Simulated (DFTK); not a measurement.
TaN:

```xyz
2
Lattice="0.0000 2.2113 2.2113 2.2113 0.0000 2.2113 2.2113 2.2113 0.0000" Properties=species:S:1:pos:R:3 pbc="T T T"
Ta    2.2113    2.2113    2.2113
N     0.0000    0.0000    0.0000
```

The cell comes from a database or a generator and needn't be the stable form of this composition.

Base run:

| Property | Result |
| --- | --- |
| Program | DFTK 0.8.2 |
| Functional | PBE |
| Potentials or basis | cp2k.nc.sr.pbe.v0_1.semicore.gth (PBE, GTH) |
| Cutoff | 2231 eV |
| k mesh | 10 × 10 × 10 |
| Occupations | fermi-dirac, width 0.05 eV |
| Spin | no spin polarisation |

Its results: band gap on the k mesh none (metal or under the smearing width); pressure -7.9 GPa.

Task: The run is repeated on the same cell with these changes: potentials or basis from cp2k.nc.sr.pbe.v0_1.semicore.gth (PBE, GTH) to dojo.nc.sr.pbe.v0_5.stringent.upf (PBE); cutoff from 2231 eV to 1796 eV; valence electrons from 18 to 32. What comes out?

Result: Band gap on the k mesh none (metal or under the smearing width); pressure -1.8 GPa.

Caveats: GTH potentials come without recommended cutoffs, and this one wasn't checked for convergence (some runs).
